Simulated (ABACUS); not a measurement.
Write the native input for ABACUS 3.10.1 that does the following.

- Task: relaxation of cell and atoms
- Functional: BLYP
- Potentials or basis: PseudoDojo NC SR 0.5 PBE standard
- Cutoff: 1143 eV
- Density cutoff: 4572 eV
- Basis: plane waves
- k mesh: 6 × 6 × 6
- Occupations: fermi-dirac, width 0.05 eV
- Spin: no spin polarisation
- Max steps of the relaxation: 60
- Force threshold: 0.02 eV/Å
- Optimiser: cg
- Stress threshold: 0.2 kbar
- Radial cutoff of the potentials (pseudo_rcut): 10 bohr
- SCF threshold on the density: 1e-08
- Max SCF steps: 100
- Eigensolver: dav
- Mixing: broyden
- Mixing share: 0.7
- Symmetry key: 1
- Bands: 18

The system is InAs.

```
In As
1.0
     0.00000    3.01800    3.01800
     3.01800    0.00000    3.01800
     3.01800    3.01800    0.00000
In As
1 1
Direct
  0.00000 0.00000 0.00000
  0.75000 0.75000 0.75000
```

One way to write it, as run:

INPUT

```
INPUT_PARAMETERS
suffix              InAs
calculation         cell-relax
basis_type          pw
pseudo_dir          ./
symmetry            1
dft_functional      GGA_X_B88+GGA_C_LYP
ecutwfc             84
pseudo_rcut         10
nspin               1
nbands              18
ks_solver           dav
smearing_method     fd
smearing_sigma      0.00367493
scf_thr             1e-08
scf_nmax            100
mixing_type         broyden
mixing_beta         0.7
cal_force           1
cal_stress          1
relax_nmax          60
force_thr_ev        0.02
relax_method        cg
out_stru            1
stress_thr          0.2
kpar                4
```

STRU

```
ATOMIC_SPECIES
In 114.8180 In.upf
As 74.9216 As.upf

LATTICE_CONSTANT
1.8897261246

LATTICE_VECTORS
0.0000000000 3.0180000000 3.0180000000
3.0180000000 0.0000000000 3.0180000000
3.0180000000 3.0180000000 0.0000000000

ATOMIC_POSITIONS
Direct

In
0.0
1
0.0000000000 0.0000000000 0.0000000000 1 1 1

As
0.0
1
0.7500000000 0.7500000000 0.7500000000 1 1 1
```

KPT

```
K_POINTS
0
Gamma
6 6 6 0 0 0
```

Potentials or basis: PseudoDojo NC SR 0.5 PBE standard, plane waves.

Command:

```console
$ OMP_NUM_THREADS=1 mpirun -np 4 abacus > log
```

Results of the run:

```
Relaxed volume                         : 31.07 Å³/atom
Relaxed cell                           : a = 4.446 Å, b = 4.446 Å, c = 4.446 Å, α = 60.00°, β = 60.00°, γ = 60.00°
Space group after relaxing (to 0.05 Å) : F-43m (No. 216)
Energy gained by relaxing              : 74.8 meV/atom
Ionic steps                            : 4
Pressure after relaxing                : 0.0 GPa
Band gap on the k mesh                 : none (metal or under the smearing width)
```

Caveat: the potentials were made for another functional, which shifts forces and pressure; the volume moved by +13 % from the deposited cell, more than functionals usually miss; this crystal is a semiconductor, whose small gap the functional closes, so the metal is an error of the method.

Wall time 17 s on 4 MPI ranks on Intel(R) Xeon(R) Platinum 8559C (Emerald Rapids), with other jobs on the host, peak memory 0.44 GiB a rank.
